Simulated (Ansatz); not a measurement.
Structure: NaI (started from an entry of an open crystallographic database), at its r2SCAN minimum. It is cubic, Fm-3m (No. 225); conventional cell a = 6.459 Å, 33.69 Å³ an atom. Na is surrounded by 6 I at 3.23 Å; I is surrounded by 6 Na at 3.23 Å.

```cif
data_structure
_symmetry_space_group_name_H-M 'Fm-3m'
_symmetry_Int_Tables_number 225
_cell_length_a 6.4593
_cell_length_b 6.4593
_cell_length_c 6.4593
_cell_angle_alpha 90.000
_cell_angle_beta 90.000
_cell_angle_gamma 90.000
_cell_volume 269.49
loop_
_atom_site_label
_atom_site_type_symbol
_atom_site_symmetry_multiplicity
_atom_site_Wyckoff_symbol
_atom_site_fract_x
_atom_site_fract_y
_atom_site_fract_z
_atom_site_occupancy
Na1 Na 4 a 0.00000 0.00000 0.00000 1
I1 I 4 b 0.50000 0.00000 0.00000 1
```

5 runs of the PAW code Ansatz on this cell differ in the functional (and in the settings that go with it). Levels are in eV from each run's valence top; v1 is the last filled band, c1 the first empty one.

Run A, mean stress 0.0 GPa (compression positive):

| point | v5 | v3 | v1 | c1 | c2 | c3 |
| --- | --- | --- | --- | --- | --- | --- |
| Γ | -23.14 | 0.00 | 0.00 | 4.45 | 8.54 | 8.54 |
| X | -23.14 | -1.95 | -0.77 | 5.22 | 6.05 | 10.77 |
| U | -23.14 | -1.68 | -0.62 | 5.90 | 7.30 | 9.43 |
| L | -23.14 | -2.21 | -0.30 | 5.70 | 8.10 | 8.10 |

Run B, mean stress +0.2 GPa (compression positive):

| point | v5 | v3 | v1 | c1 | c2 | c3 |
| --- | --- | --- | --- | --- | --- | --- |
| Γ | -24.72 | 0.00 | 0.00 | 4.69 | 9.02 | 9.02 |
| X | -24.73 | -2.07 | -0.81 | 5.54 | 6.49 | 11.11 |
| U | -24.72 | -1.78 | -0.66 | 6.26 | 7.73 | 9.85 |
| L | -24.72 | -2.36 | -0.31 | 6.07 | 8.55 | 8.55 |

Run C, mean stress +0.5 GPa (compression positive):

| point | v5 | v3 | v1 | c1 | c2 | c3 |
| --- | --- | --- | --- | --- | --- | --- |
| Γ | -22.43 | 0.00 | 0.00 | 3.66 | 7.96 | 7.96 |
| X | -22.43 | -1.92 | -0.75 | 4.51 | 5.56 | 9.91 |
| U | -22.43 | -1.65 | -0.61 | 5.22 | 6.70 | 8.73 |
| L | -22.43 | -2.20 | -0.28 | 5.10 | 7.47 | 7.47 |

Run D, mean stress -1.6 GPa (compression positive):

| point | v5 | v3 | v1 | c1 | c2 | c3 |
| --- | --- | --- | --- | --- | --- | --- |
| Γ | -22.40 | 0.00 | 0.00 | 3.35 | 7.84 | 7.84 |
| X | -22.40 | -1.97 | -0.77 | 4.28 | 5.39 | 9.65 |
| U | -22.40 | -1.70 | -0.62 | 5.01 | 6.53 | 8.54 |
| L | -22.40 | -2.26 | -0.29 | 4.87 | 7.32 | 7.32 |

Run E, mean stress +2.2 GPa (compression positive):

| point | v5 | v3 | v1 | c1 | c2 | c3 |
| --- | --- | --- | --- | --- | --- | --- |
| Γ | -31.79 | 0.00 | 0.00 | 10.85 | 15.19 | 15.19 |
| X | -31.79 | -2.63 | -1.04 | 11.63 | 12.28 | 17.85 |
| U | -31.79 | -2.25 | -0.84 | 12.33 | 13.86 | 16.30 |
| L | -31.79 | -2.92 | -0.40 | 12.02 | 14.79 | 14.79 |

Question: Match the runs to LDA, PBE, r2SCAN, HSE06, Hartree-Fock.

Answer: A is r2SCAN, B is HSE06, C is PBE, D is LDA, E is Hartree-Fock. In order of the gap: LDA 3.35, PBE 3.66, r2SCAN 4.45, HSE06 4.69, Hartree-Fock 10.85 eV.

No spin polarisation and no zero-point or thermal motion.

No spin-orbit coupling is included; it can move band edges with weight on the heavy atoms by tenths of an eV.

The program warns that its thresholds are loose for a hybrid's stress.
